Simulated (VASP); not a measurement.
A run of VASP 6.6.1:

The input INCAR:

```
PREC = Accurate
ENCUT = 600
EDIFF = 1E-6
ISMEAR = -1
SIGMA = 0.05
LREAL = F
LASPH = T
NELM = 80
ALGO = Normal
ISIF = 3
LWAVE = F
LCHARG = F
GGA = B5
ALDAX = 1.0
AGGAX = 1.0
AGGAC = 1.0
ALDAC = 0.0
IBRION = 2
NSW = 60
EDIFFG = -0.02
```

KPOINTS

```
Automatic mesh
0
Gamma
  10 10 5
```

The input POSCAR:

```
Hf2N
1.0
    3.0801700000      0.0000000000      0.0000000000
   -1.5400800000      2.6675000000      0.0000000000
    0.0000000000      0.0000000000      5.8821000000
Hf N
2 1
Direct
    0.0000000000      0.0000000000      0.7474300000
    0.0000000000      0.0000000000      0.2525700000
    0.6666700000      0.3333300000      0.5000000000
```

Potentials or basis: VASP PAW PBE potentials, release 64 (Hf_pv, N).

Launch:

```bash
$ cat potpaw_PBE.64/Hf_pv/POTCAR potpaw_PBE.64/N/POTCAR > POTCAR
$ mpirun -np 1 vasp_std > vasp.out
```

Hardware: 1 thread of Intel(R) Xeon(R) Platinum 8488C (Sapphire Rapids), on a shared host.

**Question.** How long does it take, and how much memory?

**Answer.** Run time: 6.2 min on 1 thread of Intel(R) Xeon(R) Platinum 8488C (Sapphire Rapids), on a shared host, peak memory 0.25 GiB. Counts: scf iterations 54, k points 93, ion steps 7.
